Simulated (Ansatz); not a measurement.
**AlP: from Born charge to LO–TO splitting and polaron coupling**

Level of theory: DFT r2SCAN+D3(BJ), scalar-relativistic, plane waves, PAW (Ansatz). Cutoff 500 eV, 8×8×8 k-points (Γ-centred), fixed occupations. No spin polarisation. Phonons by linear response, acoustic sum rule imposed.

The cell is fixed (symmetry leaves no force on the atoms) and stands under 0.0 GPa:
```cif
data_structure
_symmetry_space_group_name_H-M 'F-43m'
_symmetry_Int_Tables_number 216
_cell_length_a 5.4570
_cell_length_b 5.4570
_cell_length_c 5.4570
_cell_angle_alpha 90.000
_cell_angle_beta 90.000
_cell_angle_gamma 90.000
_cell_volume 162.50
loop_
_atom_site_label
_atom_site_type_symbol
_atom_site_symmetry_multiplicity
_atom_site_Wyckoff_symbol
_atom_site_fract_x
_atom_site_fract_y
_atom_site_fract_z
_atom_site_occupancy
Al1 Al 4 a 0.00000 0.00000 0.00000 1
P1 P 4 d 0.25000 0.25000 0.75000 1
```

The cell is the ideal cubic zincblende prototype.

Linear response gives ν_TO = 445.9 cm⁻¹, Born charges ±2.239 e (positive on Al) and ε∞ = 7.314. The primitive cell holds 40.626 Å³, and the masses are 26.982 and 30.974 amu.

Q: Find ν_LO and the static dielectric constant.

A: The long-wave field adds a restoring force: ω_LO² − ω_TO² = Z*²e²/(ε_vac ε∞ μV). In these units ν_LO² − ν_TO² = 4.92064×10⁷ Z*²/(μ V ε∞) cm⁻², with μ = m₁m₂/(m₁ + m₂) = 14.420 amu: 57593 cm⁻². So ν_LO = √(445.9² + 57593) = 506.4 cm⁻¹, and the run gives 506.4. Lyddane–Sachs–Teller then gives ε0 = ε∞ (ν_LO/ν_TO)² = 9.43, against 9.43 in the run (it forms both from the same three quantities, so the match checks the arithmetic only). Between ν_TO and ν_LO the dielectric function is negative and an undamped crystal reflects fully: a reststrahlen band from 19.7 to 22.4 μm.

Q: What do the Clausius–Mossotti polarisability and the Szigeti charge come to?

A: With the Lorentz local field, α = (3V/4π)(ε∞ − 1)/(ε∞ + 2) = 6.57 Å³ for the pair, and e_S = 3Z*/(ε∞ + 2) = 0.72 e. The Born charge includes the electrons' response to the dipole's own local field, and e_S takes that enhancement out. The Lorentz field assumes point-like polarisable ions, a poor picture once ε∞ is this large, since the electron clouds then overlap or are shared, so both numbers are formal here.

Q: How strongly does a slow electron couple to the LO mode?

A: For one isotropic parabolic band, Fröhlich's constant is α_F = (1/ε∞ − 1/ε0) √(m* Ry/ħω_LO), with Ry = 13.606 eV, ħω_LO = 62.8 meV and m* in free-electron masses: α_F = 0.0307 × 14.72 × √m* = 0.45 √m*. The band mass isn't part of this run; for m* = 0.1, 0.3 and 1 it gives 0.14, 0.25, 0.45. In weak coupling the polaron lies α_F ħω_LO below the band edge (16 meV at m* = 0.3) with a mass m*(1 + α_F/6); past α_F of about 5 or 6 that expansion fails. A semilocal functional's ε∞ tends to be too large, which taken alone lowers α_F.

Cost: 1 run of about 2.5 core-minutes, on Arm Neoverse N1 (shared hosts).

AlP behaves here as a polar covalent semiconductor: the lattice carries a clear infrared dipole, yet most of the static screening is electronic, with ε∞ = 7.314 against ε0 = 9.43. The Born charge of 2.239 e measures the polarisation current driven by sublattice displacement, including charge transfer along the sp³ bonds, so it is not a static charge on Al. The same electronic polarisability that accompanies this covalency screens the long-range field, which limits the LO–TO splitting despite the sizeable dynamical charge.

It also explains the weak Fröhlich coupling: the lattice adds little to a response that is already large, so 1/ε∞ and 1/ε0 lie close together. For band masses up to that of the free electron, this suggests large, mobile polarons with modest mass enhancement, as far as the polar LO coupling alone is concerned. Applying the estimate to real carriers needs more than a single mass, since the conduction-band minimum of AlP lies at or near X with anisotropic valleys, and the valence-band top is degenerate.
